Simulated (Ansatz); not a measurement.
Crystal: NbAs.

```
Nb As
1.0
    -1.72585    1.72585    5.84000
     1.72585   -1.72585    5.84000
     1.72585    1.72585   -5.84000
Nb As
2 2
Cartesian
  0.0000 1.7259 0.0000
  0.0000 0.0000 8.7600
  0.0000 1.7259 4.8589
  0.0000 0.0000 1.9389
```

* Program: Ansatz 0.2.0
* Task: relaxation of cell and atoms
* Functional: PBE
* Potentials or basis: Ansatz PAW
* Cutoff: 420 eV (not typed: the program's choice for these potentials)
* k mesh: 11 × 11 × 11
* Occupations: fermi-dirac, width 0.05 eV
* Spin: no spin polarisation

At the start: volume 17.39 Å³/atom.

**Question.** How do energy, volume and symmetry change on relaxing?

**Answer.** It ends after 5 steps and the volume is 17.72 Å³/atom (+1.9 %); space group I4_1md (No. 109, to 0.05 Å).

The path:
```csv
step,energy change (eV),largest force (eV/Å),volume (Å³)
1,0.0000,0.2978,69.58
2,-0.0059,0.1192,72.23
3,-0.0204,0.0006,70.95
4,-0.0205,0.0019,70.89
5,-0.0207,0.0019,70.89
```

Final structure:
```xyz
4
Lattice="-1.7367 1.7367 5.8761 1.7367 -1.7367 5.8761 1.7367 1.7367 -5.8761" Properties=species:S:1:pos:R:3 pbc="T T T"
Nb    0.0000    1.7367   -0.0130
Nb    0.0000    0.0000    8.8011
As    0.0000    1.7367    4.9018
As    0.0000    0.0000    1.9638
```

Caveat: the plane-wave basis is chosen anew once the cell has moved, so the energies of steps on either side of that aren't comparable.
